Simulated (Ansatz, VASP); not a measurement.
## GaN in VASP and in Ansatz

File INCAR:

```
PREC     = Accurate       # precision mode
ENCUT    = 520            # plane-wave cutoff, eV
EDIFF    = 1E-6           # SCF threshold, eV
ISMEAR   = -1             # smearing method
SIGMA    = 0.05           # smearing width, eV
LREAL    = False          # projectors in reciprocal space
LASPH    = True           # aspherical terms in the spheres
NELM     = 80             # most SCF steps
ALGO     = Normal         # electronic algorithm
ISIF     = 2              # what is computed and relaxed
LWAVE    = False          # write WAVECAR
LCHARG   = False          # write CHGCAR
GGA      = RE             # functional
IVDW     = 13             # dispersion correction
NBANDS   = 26             # bands
```

The input KPOINTS:

```
Automatic mesh
0
Gamma
  10 10 5
```

Contents of POSCAR:

```
GaN
1.0
    3.2010602164      0.0000000000      0.0000000000
   -1.6005301082      2.7721994664      0.0000000000
    0.0000000000      0.0000000000      5.2002129176
Ga N
2 2
Direct
    0.6666666667      0.3333333333      0.5000000000
    0.3333333333      0.6666666667      0.0000000000
    0.6666666667      0.3333333333      0.8750000000
    0.3333333333      0.6666666667      0.3750000000
```

Contents of input.yaml:

```yaml
crystal:
  lattice:
    - [3.2010602164, 0.0, 0.0]
    - [-1.6005301082, 2.7721994664, 0.0]
    - [0.0, 0.0, 5.2002129176]
  atoms:
    - { symbol: Ga, position: [0.6666666667, 0.3333333333, 0.5] }
    - { symbol: Ga, position: [0.3333333333, 0.6666666667, 0.0] }
    - { symbol: "N", position: [0.6666666667, 0.3333333333, 0.875] }
    - { symbol: "N", position: [0.3333333333, 0.6666666667, 0.375] }
hamiltonian:
  xc: revpbe
  pseudopotentials: { kind: paw }
  dispersion: d4
kpoints:
  mp_grid: { grid: [10, 10, 5] }
scf:
  occupations: { method: fermi_dirac, width: 0.05 }
output:
  forces: true
  stress: true
  eigenvalues: true
```

Alike in both runs: task single point; functional revPBE; dispersion D4; k mesh 10 × 10 × 5; occupations fermi-dirac, width 0.05 eV; no spin polarisation.

|  | VASP | Ansatz |
| --- | --- | --- |
| version | VASP 6.6.1 | Ansatz 0.2.0 |
| potentials or method | VASP PAW PBE potentials, release 64 (Ga_d, N) | Ansatz PAW |
| plane-wave cutoff (eV) | 520 | 420 |
| valence electrons in the cell | 36 | 36 |

|  | VASP | Ansatz | Ansatz less VASP |
| --- | --- | --- | --- |
| gap on the k mesh at the Fermi level (eV) | 1.88 | 1.86 | -0.020 |
| least direct gap on the mesh (eV) | 1.88 | 1.86 | -0.020 |
| pressure (GPa) | -5.0 | -4.8 | +0.18 |
| largest component of the traceless stress (GPa) | 1.45 | 1.45 | -0.007 |
| rms of the force components (eV/Å) | 0.069 | 0.072 | +0.0023 |
| dispersion energy (meV/atom) | -714.9 | -715.0 | -0.12 |

Atom by atom the forces differ by 0.002 eV/Å (rms over components).

Caveats: the PAW data sets were made with another functional, which shifts forces and pressure a little (VASP); odd divisions of the mesh miss points on the zone boundary, where band edges often lie, so the gap on the mesh can be too wide (Ansatz); the pressure holds a Pulay correction of +0.5 GPa for the finite cutoff (Ansatz); the PAW data sets come from PBE, with cores solved anew for the run's functional, which leaves a small shift of forces and pressure (Ansatz). revPBE gaps usually lie below the measured ones, often by a third to a half.
